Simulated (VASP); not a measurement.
# Bi (R-3m) in VASP: settings compared

The runs below take Bi through relaxation of cell and atoms, with LDA, r2SCAN, PBE+D3(BJ).

Everything below comes from runs of VASP 6.6.1. Logs are shortened: lines on timing, memory, paths and dates and some standing lists are left out, and cuts for length are marked.

## 1. The crystal as given

The structure is trigonal, space group R-3m (No. 166). Conventional cell: a = 4.535 Å, b = 4.535 Å, c = 11.814 Å, α = 90.00°, β = 90.00°, γ = 120.00°. Bi (site symmetry 3m) has 6 Bi at 3.06 to 3.52 Å as nearest neighbours.

## 2. Relaxation of cell and atoms, LDA

Contents of INCAR:

```
SYSTEM = Bi
PREC = Accurate
ENCUT = 600
EDIFF = 1E-6
ISMEAR = 1
SIGMA = 0.1
LREAL = .FALSE.
LASPH = .TRUE.
NELM = 80
ALGO = Normal
ISIF = 3
LWAVE = .FALSE.
LCHARG = .FALSE.
IBRION = 2
NSW = 90
EDIFFG = -0.01
```

Contents of KPOINTS:

```
Automatic mesh
0
G
  12 12 12
  0 0 0
```

Contents of POSCAR:

```
Bi
1.0
    2.2675000000      1.3091417354      3.9380000000
   -2.2675000000      1.3091417354      3.9380000000
    0.0000000000     -2.6182834708      3.9380000000
Bi
2
Direct
    0.2340000000      0.2340000000      0.2340000000
    0.7660000000      0.7660000000      0.7660000000
```

Potentials or basis: VASP PAW LDA potentials, release 64 (Bi_d).

Launch:

```sh
$ cat potpaw_LDA.64/Bi_d/POTCAR > POTCAR
$ mpirun -np 1 vasp_std > vasp.out
```

OUTCAR:

```text
SYSTEM = Bi
   PREC = Accurate
   ENCUT = 600
   EDIFF = 1E-6
   ISMEAR = 1
   LREAL = .FALSE.
   LASPH = .TRUE.
   NELM = 80
   ISIF = 3
   IBRION = 2
   NSW = 90
   EDIFFG = -0.01

 ion  position               nearest neighbor table
   1  0.234  0.234  0.234-   2 3.06   2 3.06   2 3.06   2 3.52   2 3.52   2 3.52
   2  0.766  0.766  0.766-   1 3.06   1 3.06   1 3.06   1 3.52   1 3.52   1 3.52

  LATTYP: Found a trigonal (rhomboedric) cell.
 ALAT       =     4.7289800521
 COS(alpha) =     0.5401781303

  Lattice vectors:

 A1 = (   2.2675000000,   1.3091417354,   3.9380000000)
 A2 = (  -2.2675000000,   1.3091417354,   3.9380000000)
 A3 = (   0.0000000000,  -2.6182834708,   3.9380000000)

Analysis of symmetry for initial positions (statically):
=====================================================================
 Subroutine PRICEL returns:
 Original cell was already a primitive cell.

 Routine SETGRP: Setting up the symmetry group for a
 trigonal (rhombohedral) supercell.

 Subroutine GETGRP returns: Found 12 space group operations
 (whereof 12 operations were pure point group operations)
 out of a pool of 12 trial point group operations.

The static configuration has the point symmetry D_3d.

Analysis of symmetry for dynamics (positions and initial velocities):
=====================================================================
 Subroutine PRICEL returns:
 Original cell was already a primitive cell.

 Routine SETGRP: Setting up the symmetry group for a
 trigonal (rhombohedral) supercell.

 Subroutine GETGRP returns: Found 12 space group operations
 (whereof 12 operations were pure point group operations)
 out of a pool of 12 trial point group operations.

The dynamic configuration has the point symmetry D_3d.

 Subroutine INISYM returns: Found 12 space group operations
 (whereof 12 operations are pure point group operations),
 and found     1 'primitive' translations

----------------------------------------------------------------------------------------

                                     Primitive cell

  volume of cell :      70.1392

  direct lattice vectors                    reciprocal lattice vectors
     2.267500000  1.309141735  3.938000000     0.220507166  0.127309872  0.084645336
    -2.267500000  1.309141735  3.938000000    -0.220507166  0.127309872  0.084645336
     0.000000000 -2.618283471  3.938000000     0.000000000 -0.254619744  0.084645336

  length of vectors
     4.728980052  4.728980052  4.728980052     0.268320791  0.268320791  0.268320791

  position of ions in fractional coordinates (direct lattice)
     0.234000000  0.234000000  0.234000000
     0.766000000  0.766000000  0.766000000

  ion indices of the primitive-cell ions
   primitive index   ion index
                 1           1
                 2           2

----------------------------------------------------------------------------------------

 KPOINTS: Automatic mesh

Automatic generation of k-mesh.
 Grid dimensions read from file:
 generate k-points for:   12   12   12

 Generating k-lattice:

  Cartesian coordinates                     Fractional coordinates (reciprocal lattice)
     0.018375597  0.010609156  0.007053778     0.083333333 -0.000000000  0.000000000
    -0.018375597  0.010609156  0.007053778    -0.000000000  0.083333333  0.000000000
     0.000000000 -0.021218312  0.007053778     0.000000000  0.000000000  0.083333333

  Length of vectors
     0.022360066  0.022360066  0.022360066

  Shift w.r.t. Gamma in fractional coordinates (k-lattice)
     0.000000000  0.000000000  0.000000000

 Subroutine IBZKPT returns following result:
 ===========================================

 Found    189 irreducible k-points:

 Following reciprocal coordinates:
            Coordinates               Weight
  0.000000  0.000000  0.000000      1.000000
  0.083333  0.000000  0.000000      6.000000
  0.166667  0.000000 -0.000000      6.000000
  0.250000  0.000000  0.000000      6.000000
  0.333333  0.000000  0.000000      6.000000
  0.416667  0.000000 -0.000000      6.000000
[... 16 lines left out ...]
  0.500000  0.166667  0.000000     12.000000
 -0.416667  0.166667  0.000000     12.000000
 [... further k-points ...]
   k-points           NKPTS =    189   k-points in BZ     NKDIM =    189   number of bands    NBANDS=     19
   number of dos      NEDOS =    301   number of ions     NIONS =      2
   total plane-waves  NPLWV =  64000
   dimension x,y,z NGX =    40 NGY =   40 NGZ =   40
   dimension x,y,z NGXF=    80 NGYF=   80 NGZF=   80
   ions per type =               2
   NGX,Y,Z   is equivalent  to a cutoff of  14.06, 14.06, 14.06 a.u.
   NGXF,Y,Z  is equivalent  to a cutoff of  28.12, 28.12, 28.12 a.u.
 SYSTEM =  Bi
   PREC   = accura    normal or accurate (medium, high low for compatibility)
   ISTART =      0    job   : 0-new  1-cont  2-samecut
   ICHARG =      2    charge: 1-file 2-atom 10-const
   ISPIN  =      1    spin polarized calculation?
   LNONCOLLINEAR =      F non collinear calculations
   LSORBIT =      F    spin-orbit coupling
   LASPH  =      T    aspherical Exc in radial PAW
   ENCUT  =  600.0 eV  44.10 Ry    6.64 a.u.   9.44  9.44  9.44*2*pi/ulx,y,z
   NELM   =     80;   NELMIN=  2; NELMDL= -5     # of ELM steps
   EDIFF  = 0.1E-05   stopping-criterion for ELM
   LREAL  =      F    real-space projection
   EDIFFG = -.1E-01   stopping-criterion for IOM
   NSW    =     90    number of steps for IOM
   IBRION =      2    ionic relax: 0-MD 1-quasi-New 2-CG
   NFREE  =      1    steps in history (QN), initial steepest desc. (CG)
   ISIF   =      3    stress and relaxation
   ISYM   =      2    0-nonsym 1-usesym 2-fastsym
   POTIM  = 0.5000    time-step for ionic-motion
   TEBEG  =    0.0;   TEEND  =   0.0 temperature during run
   PSTRESS=    0.0 pullay stress
   NELECT =      30.0000    total number of electrons
   NUPDOWN=      -1.0000    fix difference up-down
   EMIN   =  10.00;   EMAX   =-10.00  energy-range for DOS
   EFERMI =   0.00;   METHOD = LEGACY
   ISMEAR =     1;   SIGMA  =   0.10  broadening in eV -4-tet -1-fermi 0-gaus
   EFERMI_NEDOS =   21; number of points for ismear=-14 and -15
   IALGO  =     38    algorithm
   IMIX   =      4    mixing-type and parameters
     AMIX     =   0.40;   BMIX     =  1.00
     AMIX_MAG =   1.60;   BMIX_MAG =  1.00
  volume/ion in A,a.u.               =      35.07       236.66
  Fermi-wavevector in a.u.,A,eV,Ry     =   1.233469  2.330919 20.700530  1.521446
  Thomas-Fermi vector in A             =   2.368198
   LORBIT       =      0    0 simple, 1 ext, 2 COOP (PROOUT), +10 PAW based schemes
   GGA     = CA    functional components
   LHFCALC =     F    Hartree Fock is set to
   AEXX    =    0.0000 exact exchange contribution
   IVDW    =     0    specifies the selected vdW correction
   LEPSILON=     F    determine dielectric tensor
   LRPA    =     F    only Hartree local field effects (RPA)
 conjugate gradient relaxation of ions
 non-spin polarized calculation
 Methfessel and Paxton  Order N= 1 SIGMA  =   0.10
  energy-cutoff  :      600.00
  volume of cell :       70.14
 maximum number of plane-waves:      2367
 NGX is ok and might be reduce to    40
   NGX = 19   NGY = 19   NGZ = 19

--------------------------------------- Ionic step        1  -------------------------------------------

 number of electron      30.0000001 magnetization

 Free energy of the ion-electron system (eV)
  ---------------------------------------------------
  ext. energy  EPLUGINS =         0.00000000
  ---------------------------------------------------
  free energy    TOTEN  =        -9.10903745 eV

  energy without entropy =       -9.10908927  energy(sigma->0) =       -9.10905472

------------------------ aborting loop because EDIFF is reached ----------------------------------------

  FORCE on cell =-STRESS in cart. coord.  units (eV):
  Direction    XX          YY          ZZ          XY          YZ          ZX
  --------------------------------------------------------------------------------------
  -------------------------------------------------------------------------------------
  Total       -0.6024189     -0.6024189     -0.5521648      0.0000000     -0.0000000      0.0000000
  in kB      -13.7609439    -13.7609439    -12.6129991      0.0000000     -0.0000000      0.0000000
  external PRESSURE =     -13.3782956 kB  Pullay stress =       0.0000000 kB
[... 89 lines left out ...]
  FREE ENERGIE OF THE ION-ELECTRON SYSTEM (eV)
  ---------------------------------------------------
  free  energy   TOTEN  =        -9.1183016035 eV

  energy  without entropy=       -9.1183332979  energy(sigma->0) =       -9.11831217

 E-fermi :   6.4942     XC(G=0):  -9.9721

 val. band max:        6.4835984591   @ k =  -0.4167   0.5000   0.4167
 cond. band min:       6.5261072119   @ k =   0.4167   0.0833   0.0833
 fundamental gap:      0.0425087528
 Fermi energy:         6.4941896547

 k-point     1 :       0.0000    0.0000    0.0000
  band No.  band energies     occupation
      1     -16.4196      2.00000
      2     -16.4196      2.00000
      3     -16.2488      2.00000
      4     -16.2488      2.00000
      5     -16.2338      2.00000
      6     -16.0402      2.00000
[... 505 lines left out ...]
      6     -16.1360      2.00000
[... 11 lines left out ...]
     18       9.8606      0.00000
     19      13.3358      0.00000

 [... further k-points ...]

[... ionic steps 4 to 7 ...]

--------------------------------------- Ionic step        8  -------------------------------------------

 number of electron      29.9999997 magnetization

------------------------ aborting loop because EDIFF is reached ----------------------------------------
[... 67 lines left out ...]
--------------------------------------- Ionic step       10  -------------------------------------------

 number of electron      29.9999997 magnetization

 Free energy of the ion-electron system (eV)
  ---------------------------------------------------
  ext. energy  EPLUGINS =         0.00000000
  ---------------------------------------------------
  free energy    TOTEN  =        -9.12576134 eV

  energy without entropy =       -9.12579963  energy(sigma->0) =       -9.12577411

 E-fermi :   6.6045     XC(G=0): -10.0235

 val. band max:        6.5806632452   @ k =   0.2500   0.1667   0.0833
 cond. band min:       6.6243073605   @ k =   0.4167   0.0833   0.0833
 fundamental gap:      0.0436441152
 Fermi energy:         6.6044516991

 k-point     1 :       0.0000    0.0000    0.0000
  band No.  band energies     occupation
      1     -16.3197      2.00000
      2     -16.3197      2.00000
      3     -16.1491      2.00000
      4     -16.1491      2.00000
      5     -16.1377      2.00000
      6     -15.9409      2.00000
[... 505 lines left out ...]
      6     -16.0390      2.00000
[... 11 lines left out ...]
     18       9.9616      0.00000
     19      13.5296      0.00000

 [... further k-points ...]

------------------------ aborting loop because EDIFF is reached ----------------------------------------

  FORCE on cell =-STRESS in cart. coord.  units (eV):
  Direction    XX          YY          ZZ          XY          YZ          ZX
  --------------------------------------------------------------------------------------
  -------------------------------------------------------------------------------------
  Total        0.0015052      0.0015052      0.0082158      0.0000000      0.0000000      0.0000000
  in kB        0.0359067      0.0359067      0.1959912      0.0000000      0.0000000      0.0000000
  external PRESSURE =       0.0892682 kB  Pullay stress =       0.0000000 kB
[... 17 lines left out ...]
  FREE ENERGIE OF THE ION-ELECTRON SYSTEM (eV)
  ---------------------------------------------------
  free  energy   TOTEN  =        -9.1257613443 eV

  energy  without entropy=       -9.1257996282  energy(sigma->0) =       -9.12577411

 reached required accuracy - stopping structural energy minimisation
```

Wall time 16 min (1 thread of Intel Xeon Platinum 8488C (Sapphire Rapids), shared host); peak memory 0.4 GiB.

What came out:

```yaml
Free_energy: -9.1258 eV
Relaxed_volume: 33.58 Å³/atom
Relaxed_cell: a = 4.629 Å, b = 4.629 Å, c = 4.629 Å, α = 58.16°, β = 58.16°, γ = 58.16°
Space_group_after_relaxing_to_0.05_Å: R-3m (No. 166)
Energy_gained_by_relaxing: 8.4 meV/atom
Ionic_steps: 10
Pressure_after_relaxing: 0.0 GPa
Largest_force_after_relaxing: 0.003 eV/Å
Band_gap_on_the_k_mesh: none (metal or under the smearing width)
```

Forces in eV/Å, atoms in the order of the input:
```
Bi   0.000  0.000  0.003
Bi   0.000  0.000 -0.003
```

The path:
| step | energy change (eV) | largest force (eV/Å) | pressure (GPa) | volume (Å³) |
| --- | --- | --- | --- | --- |
| 1 | 0.0000 | 0.0920 | -1.34 | 70.14 |
| 2 | -0.0076 | 0.2527 | 0.78 | 67.21 |
| 3 | -0.0093 | 0.2060 | 0.08 | 68.06 |
| 4 | -0.0127 | 0.1375 | 0.07 | 67.80 |
| 5 | -0.0158 | 0.0059 | 0.08 | 67.25 |
| 6 | -0.0158 | 0.0050 | 0.02 | 67.20 |
| 7 | -0.0165 | 0.0014 | 0.01 | 67.21 |
| 8 | -0.0167 | 0.0002 | -0.05 | 67.22 |
| 9 | -0.0167 | 0.0080 | 0.08 | 67.06 |
| 10 | -0.0167 | 0.0032 | 0.01 | 67.16 |

Final structure:
```
Bi
1.0
     2.24958    1.29879    3.83116
    -2.24958    1.29879    3.83116
     0.00000   -2.59759    3.83116
Bi
2
Direct
  0.23732 0.23732 0.23732
  0.76268 0.76268 0.76268
```

Caveat: spin-orbit coupling is left out, which moves the levels of the heavy elements. Zero-point motion and thermal expansion aren't in these numbers.

## 3. Relaxation of cell and atoms, LDA

This run uses another cell than the first one, of 33.58 Å³/atom, 0.958 times its volume.

INCAR, as its differences from that of step 2:

```diff
@@ -3,3 +3,3 @@
 ENCUT = 600
-EDIFF = 1E-6
+EDIFF = 1E-7
 ISMEAR = 1
@@ -15,2 +15,2 @@
 NSW = 90
-EDIFFG = -0.01
+EDIFFG = -0.005
```

KPOINTS is that of step 2.

Contents of POSCAR:

```
Bi                                      
1.0
    2.2495762469      1.2987934517      3.8311551158
   -2.2495762469      1.2987934517      3.8311551158
    0.0000000000     -2.5975869035      3.8311551158
  Bi            
     2
Direct
     0.2373176184601254    0.2373176184601254    0.2373176184601254
     0.7626823815398747    0.7626823815398747    0.7626823815398747
```

Potentials or basis: VASP PAW LDA potentials, release 64 (Bi_d).

Launch:

```sh
$ cat potpaw_LDA.64/Bi_d/POTCAR > POTCAR
$ mpirun -np 1 vasp_std > vasp.out
```

OUTCAR:

```text
SYSTEM = Bi
   PREC = Accurate
   ENCUT = 600
   EDIFF = 1E-7
   ISMEAR = 1
   LREAL = .FALSE.
   LASPH = .TRUE.
   NELM = 80
   ISIF = 3
   IBRION = 2
   NSW = 90
   EDIFFG = -0.005

 ion  position               nearest neighbor table
   1  0.237  0.237  0.237-   2 3.06   2 3.06   2 3.06   2 3.41   2 3.41   2 3.41
   2  0.763  0.763  0.763-   1 3.06   1 3.06   1 3.06   1 3.41   1 3.41   1 3.41

  LATTYP: Found a trigonal (rhomboedric) cell.
 ALAT       =     4.6287371109
[... 723 lines left out ...]

  FORCE on cell =-STRESS in cart. coord.  units (eV):
  Direction    XX          YY          ZZ          XY          YZ          ZX
  --------------------------------------------------------------------------------------
  -------------------------------------------------------------------------------------
  Total       -0.0043673     -0.0043673      0.0003206      0.0000000     -0.0000000      0.0000000
  in kB       -0.1041835     -0.1041835      0.0076491      0.0000000     -0.0000000      0.0000000
  external PRESSURE =      -0.0669060 kB  Pullay stress =       0.0000000 kB

 VOLUME and BASIS-vectors are now :
 -----------------------------------------------------------------------------
  energy-cutoff  :      600.00
  volume of cell :       67.16
      direct lattice vectors                 reciprocal lattice vectors
     2.249576247  1.298793452  3.831155116     0.222264082  0.128324228  0.087005961
    -2.249576247  1.298793452  3.831155116    -0.222264082  0.128324228  0.087005961
     0.000000000 -2.597586903  3.831155116     0.000000000 -0.256648455  0.087005961

 POSITION                                       TOTAL-FORCE (eV/Angst)
 -----------------------------------------------------------------------------------
      0.00000     -0.00000      2.72760         0.000000     -0.000000      0.002336
      0.00000     -0.00000      8.76586         0.000000      0.000000     -0.002336
 -----------------------------------------------------------------------------------
    total drift:                               -0.000000     -0.000000     -0.000000

  FREE ENERGIE OF THE ION-ELECTRON SYSTEM (eV)
  ---------------------------------------------------
  free  energy   TOTEN  =        -9.1254389401 eV

  energy  without entropy=       -9.1254772253  energy(sigma->0) =       -9.12545170

 reached required accuracy - stopping structural energy minimisation
```

CONTCAR:

```text
Bi
   1.00000000000000
     2.2495762468999998    1.2987934516999999    3.8311551158000001
    -2.2495762468999998    1.2987934516999999    3.8311551158000001
     0.0000000000000000   -2.5975869034999999    3.8311551158000001
  Bi
     2
Direct
     0.2373176184601249    0.2373176184601249    0.2373176184601249
     0.7626823815398751    0.7626823815398751    0.7626823815398751

  0.00000000E+00  0.00000000E+00  0.00000000E+00
  0.00000000E+00  0.00000000E+00  0.00000000E+00
```

It took 2.9 min on 1 thread of Intel Xeon Platinum 8488C (Sapphire Rapids), shared host; peak memory 0.37 GiB.

Results:

- Free energy: -9.1254 eV
- Pressure after relaxing: 0.0 GPa
- Band gap on the k mesh: none (metal or under the smearing width)

Forces on the atoms (eV/Å):
```
Bi   0.000  0.000  0.002
Bi   0.000  0.000 -0.002
```

Final structure:
```yaml
crystal:
  lattice:
    - [2.24958, 1.29879, 3.83116]
    - [-2.24958, 1.29879, 3.83116]
    - [0.00000, -2.59759, 3.83116]
  atoms:
    - { symbol: Bi, position: [0.23732, 0.23732, 0.23732] }
    - { symbol: Bi, position: [0.76268, 0.76268, 0.76268] }
```

Caveat: the relaxation stopped at its first step, so nothing moved; spin-orbit coupling is left out, which moves the levels of the heavy elements.

[end of part 1 of 3]
